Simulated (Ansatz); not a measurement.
**SrO: a vibration from a frozen displacement**

Computed with DFT r2SCAN, scalar-relativistic, plane waves, PAW in Ansatz. Cutoff 500 eV, Γ-centred 8×8×8 k-points, Gaussian smearing of 0.05 eV. No spin polarisation. Energies are free energies at this smearing, counted from the undisturbed cell; pressure is positive in compression.

The undisturbed cell (as given, not relaxed at this level; it stands at 1.1 GPa):

```
CELL_PARAMETERS angstrom
0.00000 2.56980 2.56980
2.56980 0.00000 2.56980
2.56980 2.56980 0.00000
ATOMIC_POSITIONS crystal
Sr 0.00000 0.00000 0.00000
O 0.50000 0.50000 0.50000
```

Every Sr atom is moved by x along the Cartesian unit vector (0.000, 0.000, -1.000); the cell and all other atoms stay fixed. The cell's volume is 33.94 Å³; the moved atoms weigh 87.620 u together and the others 15.999 u. Some rows repeat others by symmetry and weren't run.

```
  x (Å)  ΔE (meV/cell) total force on the moved atoms along the move (eV/Å) pressure (GPa)
-0.1000          12.58                                                0.2605          1.4091
-0.0875           9.56                                                0.2243          1.3434
-0.0750           6.97                                                0.1896          1.2870
-0.0625           4.81                                                0.1561          1.2396
-0.0500           3.06                                                0.1236          1.2010
-0.0375           1.72                                                0.0920          1.1712
-0.0250           0.76                                                0.0610          1.1499
-0.0125           0.19                                                0.0304          1.1372
 0.0000           0.00                                                0.0000          1.1330
 0.0125           0.19                                               -0.0304          1.1372
 0.0250           0.76                                               -0.0610          1.1499
 0.0375           1.72                                               -0.0920          1.1712
 0.0500           3.06                                               -0.1236          1.2010
 0.0625           4.81                                               -0.1561          1.2396
 0.0750           6.97                                               -0.1896          1.2870
 0.0875           9.56                                               -0.2243          1.3434
 0.1000          12.58                                               -0.2605          1.4091
```

**Question.** What frequency belongs to this motion?

**Answer.** The force constant is k = −dF/dx = 2.432 eV/Å², from the parabola through x = -0.0125, 0 and 0.0125. In every cell the moved atoms swing against the rest, so the mass is μ = m₁m₂/(m₁ + m₂) = 13.529 u, and ν̃ = 521.5 cm⁻¹ × √(|k|/μ) = 221 cm⁻¹, at this cell's pressure of 1.1 GPa. To first order in x, and within 1 %, the force on every atom lies along the move and, within each of the two groups, in proportion to the atom's mass, so this is itself a mode at the zone centre of this cell, taken without macroscopic field (the transverse frequency in a polar insulator).

**Question.** How far does the harmonic law reach?

**Answer.** At x = -0.100 Å, kx²/2 = 12.16 meV against the computed 12.58 meV (+3.5 %): the well is still close to harmonic there.